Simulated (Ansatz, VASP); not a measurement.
# One calculation of Na, two programs

Contents of INCAR:

```
PREC = Accurate ; ENCUT = 520
EDIFF = 1E-6 ; ISMEAR = -1
SIGMA = 0.08 ; LREAL = F
LASPH = T ; NELM = 100
ALGO = Normal ; ISIF = 2
LWAVE = F ; LCHARG = T
GGA = PE ; LELF = T
LVHAR = T ; NBANDS = 10
```

File KPOINTS:

```
Automatic mesh
0
Gamma
  13 13 12
```

POSCAR

```
Na
1.0
    3.6146556995      0.0000000000      0.0000000000
   -1.8073278498      3.1303836617      0.0000000000
    0.0000000000      0.0000000000      3.3977763575
Na
1
Direct
    0.0000000000      0.0000000000      0.0000000000
```

Input for Ansatz:

```yaml
crystal:
  lattice:
    - [3.6146556995, 0.0, 0.0]
    - [-1.8073278498, 3.1303836617, 0.0]
    - [0.0, 0.0, 3.3977763575]
  atoms:
    - { symbol: Na, position: [0.0, 0.0, 0.0] }
kpoints:
  mp_grid: { grid: [13, 13, 12] }
  band_path:
    path:
      - [0.0, 0.0, 0.0]
      - [0.5, 0.0, 0.0]
      - [0.3333333333, 0.3333333333, 0.0]
      - [0.0, 0.0, 0.0]
      - [0.0, 0.0, 0.5]
      - [0.5, 0.0, 0.5]
      - [0.3333333333, 0.3333333333, 0.5]
      - [0.0, 0.0, 0.5]
      - [0.5, 0.0, 0.5]
    npoints: 8
scf:
  occupations: { method: fermi_dirac, width: 0.08 }
hamiltonian:
  xc: pbe
  pseudopotentials: { kind: paw }
output:
  forces: true
  stress: true
  eigenvalues: true
  populations: true
  dos: { projected: true, de: 0.2, e_range: [-14, 8] }
```

Change from the starting cell: volume scaled by 1, PAW files.

Alike in both runs: task single point; functional PBE; k mesh 13 × 13 × 12; occupations fermi-dirac, width 0.08 eV; no spin polarisation.

```csv
,VASP,Ansatz
version,VASP 6.6.1,Ansatz 0.2.0
potentials or method,"VASP PAW PBE potentials, release 64 (Na_pv)","PAW with Ansatz's default frozen-core files, scalar-relativistic"
plane-wave cutoff (eV),520,420
valence electrons in the cell,7,9
```

```csv
,VASP,Ansatz,Ansatz less VASP
pressure (GPa),0.0,0.0,+0.03
```

The two sets of potentials don't hold the same shells in valence.
